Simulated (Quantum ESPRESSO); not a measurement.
The system is CsSnI3.

```
CELL_PARAMETERS angstrom
6.20570 0.00000 0.00000
0.00000 6.20570 0.00000
0.00000 0.00000 6.20570
ATOMIC_POSITIONS crystal
Cs 0.00000 0.00000 0.00000
I 0.50000 0.50000 0.00000
I 0.50000 0.00000 0.50000
I 0.00000 0.50000 0.50000
Sn 0.50000 0.50000 0.50000
```

Base run:

| Quantity | Value |
| --- | --- |
| Program | Quantum ESPRESSO 7.5 |
| Functional | PBEsol |
| Potentials or basis | GBRV 1.5 PBEsol |
| Cutoff | 925 eV |
| Density cutoff | 7401 eV |
| k mesh | 5 × 5 × 5 |
| Occupations | fermi-dirac, width 0.05 eV |
| Spin | no spin polarisation |

Its results: pressure -0.7 GPa.

Question: The run is repeated on the same cell with these changes: functional from PBEsol to PBE; potentials or basis from GBRV 1.5 PBEsol to SSSP 1.3 efficiency PBE; cutoff from 925 eV to 816 eV; density cutoff from 7401 eV to 6531 eV. What comes out?

Answer: Pressure 0.5 GPa.

Caveats: the cell was measured hot, at 500 K.

Not every run made on this cell is shown here.
